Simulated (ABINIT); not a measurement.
The system is C.

```
C
1.0
     0.00000    1.78337    1.78337
     1.78337    0.00000    1.78337
     1.78337    1.78337    0.00000
C
2
Cartesian
  2.6751 2.6751 2.6751
  1.7834 1.7834 1.7834
```

This isn't the form of C at room conditions, which is graphite.

Base run:

```yaml
Program: ABINIT 10.8.3 (patched build)
Functional: HCTH407
Potentials_or_basis: JTH PAW PBE v2.0
Cutoff: 544 eV
k_mesh: 13 × 13 × 13
Occupations: fermi-dirac, width 0.05 eV
Spin: no spin polarisation
```

Its results: band gap on the k mesh 4.26 eV, indirect (least direct gap 5.58 eV); pressure -6.5 GPa.

After a change of settings the same cell gave: band gap on the k mesh 4.13 eV, indirect (least direct gap 5.60 eV); pressure 5.7 GPa. Which change was it?
A. functional from HCTH407 to PBEsol; potentials or basis from JTH PAW PBE v2.0 to PseudoDojo NC SR PBEsol v0.4.1 standard; cutoff from 544 eV to 1116 eV
B. functional from HCTH407 to BP86
C. functional from HCTH407 to revPBE
D. functional from HCTH407 to LDA; potentials or basis from JTH PAW PBE v2.0 to PseudoDojo NC SR LDA v0.4.1 standard; cutoff from 544 eV to 1116 eV

C.

Caveats: the PAW data sets were made with another functional, which shifts forces and pressure a little; the atomic spheres overlap.

Runs at the PBE level aren't shown here.
